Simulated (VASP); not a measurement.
GeSbTe3, 5 atoms in the cell. Symmetry: Pmmm, No. 47, orthorhombic system. Conventional cell: a = 3.490 Å, b = 5.025 Å, c = 8.809 Å, α = 90.00°, β = 90.00°, γ = 90.00°. Ge (site symmetry mmm) has 4 Sb at 3.06 Å and 2 Ge at 3.49 Å as nearest neighbours. Around Sb (site symmetry mmm) lie 2 Te at 2.97 Å and 4 Ge at 3.06 Å. Te (site symmetry mm2) is surrounded by 1 Te at 2.87 Å and 1 Sb at 2.97 Å. Te (site symmetry mmm) is surrounded by 10 Te at 3.38 to 3.49 Å. The cell was built by a generator and needn't be a form met in nature. The cell isn't the ideal one: random cell by space group and Wyckoff sites (Pmmm, No. 47).

| Property | Result |
| --- | --- |
| Program | VASP 6.6.1 |
| Task | relaxation of cell and atoms |
| Functional | PBE |
| Potentials or basis | VASP PAW PBE potentials, release 64 (Ge_d, Sb, Te) |
| Cutoff | 600 eV |
| k mesh | 6 × 4 × 2 |
| Occupations | gaussian, width 0.1 eV |
| Spin | no spin polarisation |
| Dipole correction | no |
| Further INCAR settings | ALGO = Fast; EDIFF = 1e-06; IBRION = 2; EDIFFG = -0.04; NSW = 90; ISIF = 3 |

Potentials or basis: VASP PAW PBE potentials, release 64 (Ge_d, Sb, Te).

The run is started by

```bash
$ cat potpaw_PBE.64/Ge_d/POTCAR potpaw_PBE.64/Sb/POTCAR potpaw_PBE.64/Te/POTCAR > POTCAR
$ mpirun -np 1 vasp_std > vasp.out
```

Hardware: 1 thread of Intel(R) Xeon(R) 6975P-C (Granite Rapids), on a shared host.

Task: How long does it take, and how much memory?

Result: It took 11 min on 1 thread of Intel(R) Xeon(R) 6975P-C (Granite Rapids), on a shared host, peak memory 0.37 GiB. Counts: scf iterations 178, k points 24, ion steps 17.
